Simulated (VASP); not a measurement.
# CdSe: equation of state with PBEsol

CdSe:

```
Cd Se
1.0
     0.00000    3.07027    3.07027
     3.07027    0.00000    3.07027
     3.07027    3.07027    0.00000
Cd Se
1 1
Direct
  0.00000 0.00000 0.00000
  0.25000 0.25000 0.25000
```

Measurements of this composition are mostly on another form, of space group No. 186.

```json
{
  "Program": "VASP 6.6.1",
  "Task": "equation of state",
  "Functional": "PBEsol",
  "Potentials or basis": "VASP PAW PBE potentials, release 64 (Cd, Se)",
  "Cutoff": "520 eV",
  "k mesh": "8 × 8 × 8",
  "Occupations": "fermi-dirac, width 0.05 eV",
  "Spin": "no spin polarisation",
  "Ladder": "free",
  "Further INCAR settings": "ALGO = Normal; EDIFF = 1e-07; NBANDS = 16"
}
```

```
Equilibrium volume                      : 28.30 Å³/atom
Bulk modulus                            : 52 GPa
Pressure derivative of the bulk modulus : 4.8
```

Energy against volume, from the lowest point:
| volume (Å³/atom) | energy (meV/atom) |
| --- | --- |
| 27.206 | 7.42 |
| 27.784 | 1.57 |
| 28.363 | 0.00 |
| 28.942 | 2.23 |
| 29.521 | 7.85 |
| 30.100 | 16.46 |
| 30.679 | 27.74 |

All runs of the series together: 2.3 min on 1 thread of AMD EPYC 9R45 96-Core Processor (Zen 5), on a shared host.

Caveat: the PAW data sets were made with another functional, which shifts forces and pressure a little.
